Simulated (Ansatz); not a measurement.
Wanted: the native input for an Ansatz 0.2.0 run.

| Quantity | Value |
| --- | --- |
| Task | relaxation of cell and atoms |
| Functional | r2SCAN |
| Dispersion | rVV10 |
| Potentials or basis | Ansatz PAW |
| Cutoff | 500 eV (not typed: the program's choice for these potentials) |
| k mesh | 7 × 7 × 7 |
| Occupations | fermi-dirac, width 0.05 eV |
| Spin | no spin polarisation |

Crystal: SnTe.

```
Te Sn
1.0
     0.00000    3.61115    3.61115
     3.61115    0.00000    3.61115
     3.61115    3.61115    0.00000
Te Sn
1 1
Cartesian
  1.8056 1.8056 1.8056
  0.0000 0.0000 0.0000
```

Measurements of this composition are mostly on another form, of space group No. 225.

These files were run (other wordings do the same):

input.yaml

```yaml
crystal:
  lattice:
    - [0.0, 3.611146, 3.611146]
    - [3.611146, 0.0, 3.611146]
    - [3.611146, 3.611146, 0.0]
  atoms:
    - { symbol: Te, position: [0.25, 0.25, 0.25] }
    - { symbol: Sn, position: [0.0, 0.0, 0.0] }
hamiltonian:
  xc: r2scan
  pseudopotentials: { kind: paw }
  dispersion: rvv10
kpoints:
  mp_grid: { grid: [7, 7, 7] }
scf:
  occupations: { method: fermi_dirac, width: 0.05 }
output:
  forces: true
  stress: true
  eigenvalues: true
relax:
  f_tol: 0.01
  max_steps: 40
  cell: { stress_tol: 0.05 }
```

Potentials or basis: Ansatz PAW.

Launch:

```sh
$ ansatz run input.yaml --threads 2 --pin off --max-ram 5632MiB --backend cpu --events-out ev --progress --plain --runs-dir out
```

It gave:

```yaml
Relaxed_volume: 45.06 Å³/atom
Relaxed_cell: a = 5.032 Å, b = 5.032 Å, c = 5.032 Å, α = 60.00°, β = 60.00°, γ = 60.00°
Space_group_after_relaxing_to_0.05_Å: F-43m (No. 216)
Energy_gained_by_relaxing: 7.2 meV/atom
Ionic_steps: 3
Pressure_after_relaxing: 0.0 GPa
Band_gap_on_the_k_mesh: 0.24 eV, indirect (least direct gap 0.84 eV)
```

Caveat: odd divisions of the mesh miss points on the zone boundary, where band edges often lie, so the gap on the mesh can be too wide; the plane-wave basis is chosen anew once the cell has moved, so the energies of steps on either side of that aren't comparable; spin-orbit coupling is left out, which moves the levels of the heavy elements; the PAW data sets come from PBE, with cores solved anew for the run's functional, which leaves a small shift of forces and pressure.

Run time: 28 s on 2 threads of Arm Neoverse V1, on a shared host, peak memory 0.74 GiB.
